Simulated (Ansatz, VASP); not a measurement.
**One calculation of BAs, two programs**

```xyz
2
Lattice="0.0000 2.3567 2.3567 2.3567 0.0000 2.3567 2.3567 2.3567 0.0000" Properties=species:S:1:pos:R:3 pbc="T T T"
B     0.0000    0.0000    0.0000
As    3.5350    3.5350    3.5350
```

Alike in both runs: functional PBE; k mesh 10 × 10 × 10; no spin polarisation.

Ansatz relaxed the structure, and its values are those at the end. VASP's run is a single point on that final structure, the one shown.

```csv
,VASP,Ansatz
version,VASP 6.6.1,Ansatz 0.2.0
potentials or method,"VASP PAW PBE potentials, release 64 (B, As)","scalar-relativistic, plane waves, PAW"
plane-wave cutoff (eV),520,420
occupations,"gaussian, width 0.01 eV",fixed
valence electrons in the cell,8,18
```

Ansatz gave:

| Property | Result |
| --- | --- |
| gap on the k mesh at the Fermi level (eV) | 1.14 |
| least direct gap on the mesh (eV) | 3.33 |
| pressure (GPa) | 9.0 |

Question: Which values does VASP return?

Answer: gap on the k mesh at the Fermi level (eV): 1.13; least direct gap on the mesh (eV): 3.33; pressure (GPa): 9.8.

The two sets of potentials don't hold the same shells in valence.

A k mesh can miss the band edges.
